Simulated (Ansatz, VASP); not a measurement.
# Two plane-wave programs on TePb

```
CELL_PARAMETERS angstrom
0.00000 3.22150 3.22150
3.22150 0.00000 3.22150
3.22150 3.22150 0.00000
ATOMIC_POSITIONS crystal
Pb 0.51242 0.48758 0.51242
Te 0.00000 0.00000 0.00000
```

Alike in both runs: task single point; functional PBEsol; k mesh 8 × 8 × 8; occupations gaussian, width 0.05 eV; no spin polarisation.

|  | VASP | Ansatz |
| --- | --- | --- |
| version | VASP 6.6.1 | Ansatz 0.2.0 |
| potentials or method | VASP PAW PBE potentials, release 64 (Pb_d, Te) | scalar-relativistic, plane waves, PAW |
| plane-wave cutoff (eV) | 520 | 420 |
| valence electrons in the cell | 20 | 30 |

VASP gave:

| Item | Value |
| --- | --- |
| gap on the k mesh at the Fermi level (eV) | 0.69 |
| least direct gap on the mesh (eV) | 0.69 |
| pressure (GPa) | 0.0 |
| largest component of the traceless stress (GPa) | 0.16 |
| rms of the force components (eV/Å) | 0.028 |

Q: What did Ansatz give for the same quantities?

A: gap on the k mesh at the Fermi level (eV): 0.69; least direct gap on the mesh (eV): 0.69; pressure (GPa): 0.1; largest component of the traceless stress (GPa): 0.16; rms of the force components (eV/Å): 0.027.

Atom by atom the forces differ by 0.001 eV/Å (rms over components). With one functional, cell and mesh, what is left measures potentials, basis and numerics. The two sets of potentials don't hold the same shells in valence.

Caveats: the PAW data sets were made with another functional, which shifts forces and pressure a little (VASP); spin-orbit coupling is left out, which as a rule narrows the gap of such compounds by several tenths of an eV. A k mesh can miss the band edges.
